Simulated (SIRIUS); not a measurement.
Pd:

```
Pd
1.0
     0.00000    1.94650    1.94650
     1.94650    0.00000    1.94650
     1.94650    1.94650    0.00000
Pd
1
Direct
  0.00000 0.00000 0.00000
```

* Program: SIRIUS 7.10.0
* Task: relaxation of cell and atoms
* Functional: PBEsol
* Dispersion: D4
* Potentials or basis: PseudoDojo 0.4.1 PBE standard (scalar relativistic)
* Cutoff: 1127 eV
* Density cutoff: 4507 eV
* k mesh: 8 × 8 × 8
* Occupations: fermi-dirac, width 0.05 eV
* Spin: no spin polarisation

At the start: pressure -4.6 GPa; volume 14.75 Å³/atom.

Task: Where does the relaxation end?

Result: Over 3 steps the energy falls by 4.9 meV/atom and the volume is 14.41 Å³/atom (-2.3 %); space group Fm-3m (No. 225, to 0.05 Å).

The path:
| step | energy change (eV) | largest force (eV/Å) | pressure (GPa) | volume (Å³) |
| --- | --- | --- | --- | --- |
| 1 | 0.0000 | 0.0000 | -4.63 | 14.75 |
| 2 | -0.0047 | 0.0000 | -1.01 | 14.48 |
| 3 | -0.0049 | 0.0000 | 0.04 | 14.41 |

Final structure:
```
Pd
1.0
     0.00000    1.93150    1.93150
     1.93150    0.00000    1.93150
     1.93150    1.93150    0.00000
Pd
1
Direct
  0.00000 0.00000 0.00000
```

Caveat: this set's palladium file may shift the pressure by some GPa; the potentials were made for another functional, which shifts forces and pressure; pairwise dispersion overbinds metals, which lowers pressure and volume.
